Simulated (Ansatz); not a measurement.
The cell is KCl built on the rocksalt prototype; cell and atoms were relaxed with r2SCAN. It is cubic, Fm-3m (No. 225); a = 6.290 Å in the conventional setting, 31.10 Å³ an atom. Around K lie 6 Cl at 3.14 Å; around Cl lie 6 K at 3.14 Å.

4 runs of the PAW code Ansatz on this cell differ in the functional (and in the settings that go with it). Levels are in eV from each run's valence top; v1 is the last filled band, c1 the first empty one.

Run A, mean stress +0.4 GPa (compression positive):
```tsv
point	v5	v3	v1	c1	c2	c3
Γ	-11.36	0.00	0.00	7.24	10.68	10.68
X	-11.41	-0.72	-0.25	8.65	10.59	12.26
U	-11.40	-0.61	-0.31	9.42	11.29	11.58
```

Run B, mean stress 0.0 GPa (compression positive):
```tsv
point	v5	v3	v1	c1	c2	c3
Γ	-10.88	0.00	0.00	5.83	9.01	9.01
X	-10.94	-0.67	-0.23	7.02	9.20	10.69
U	-10.92	-0.57	-0.29	7.79	9.66	10.19
```

Run C, mean stress +0.5 GPa (compression positive):
```tsv
point	v5	v3	v1	c1	c2	c3
Γ	-11.34	0.00	0.00	6.51	9.91	9.91
X	-11.39	-0.70	-0.24	7.89	9.82	11.50
U	-11.38	-0.60	-0.31	8.67	10.53	10.81
```

Run D, mean stress +0.8 GPa (compression positive):
```tsv
point	v5	v3	v1	c1	c2	c3
Γ	-10.65	0.00	0.00	5.19	8.36	8.36
X	-10.71	-0.66	-0.22	6.53	8.35	10.08
U	-10.69	-0.56	-0.29	7.27	9.07	9.31
```

**Question.** Match the runs to PBE, r2SCAN, HSE06, PBE0.

**Answer.** A is PBE0, B is r2SCAN, C is HSE06, D is PBE. In order of the gap: PBE 5.19, r2SCAN 5.83, HSE06 6.51, PBE0 7.24 eV. The stress vanishes for r2SCAN, which relaxed the cell.

No spin polarisation and no zero-point or thermal motion.

The program warns that its thresholds are loose for a hybrid's stress.

The meshes of the hybrids are coarse, so their gaps aren't converged to the digits shown.
